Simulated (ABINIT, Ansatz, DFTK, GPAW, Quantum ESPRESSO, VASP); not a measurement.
# HgTe: 7 runs at one level of theory

```
Hg Te
1.0
     0.00000    3.21450    3.21450
     3.21450    0.00000    3.21450
     3.21450    3.21450    0.00000
Hg Te
1 1
Cartesian
  0.0000 0.0000 0.0000
  4.8217 4.8217 4.8217
```

Alike in all runs: task single point; functional PBE; k mesh 7 × 7 × 7; occupations fermi-dirac, width 0.05 eV; no spin polarisation; no spin-orbit coupling. Pressure is positive in compression and, in plane waves, holds the error of the finite cutoff, which Ansatz's Pulay term estimates and takes out.

```tsv
program and potentials	plane-wave cutoff (eV)	notes	pressure (GPa)
Ansatz, all-electron LAPW, scalar-relativistic	-	-	4.56
ABINIT, JTH PAW PBE v2.0	517	9 valence electrons an atom on average	4.79
GPAW, GPAW PAW data sets (gpaw-data 1.2.1)	600	12 valence electrons an atom on average	4.51
DFTK, PseudoDojo SR PBE 0.4.1 standard (PBE)	1088	18 valence electrons an atom on average	4.61
Ansatz, Ansatz PAW (earlier soft set)	420	18 valence electrons an atom on average; Pulay term of +0.03 GPa included	4.56
VASP, PBE PAW files Hg, Te, 520 eV	520	9 valence electrons an atom on average	4.64
Quantum ESPRESSO, SSSP 1.3 efficiency PBE	816	13 valence electrons an atom on average	4.71
```

The pressure spans 4.51 (GPAW, GPAW PAW data sets (gpaw-data 1.2.1)) to 4.79 GPa (ABINIT, JTH PAW PBE v2.0), with all-electron results at 4.56.

Differences between rows come from potentials, basis sets and numerical settings, since the functional is the same but for its coding. Runs on potential files found faulty are left out.
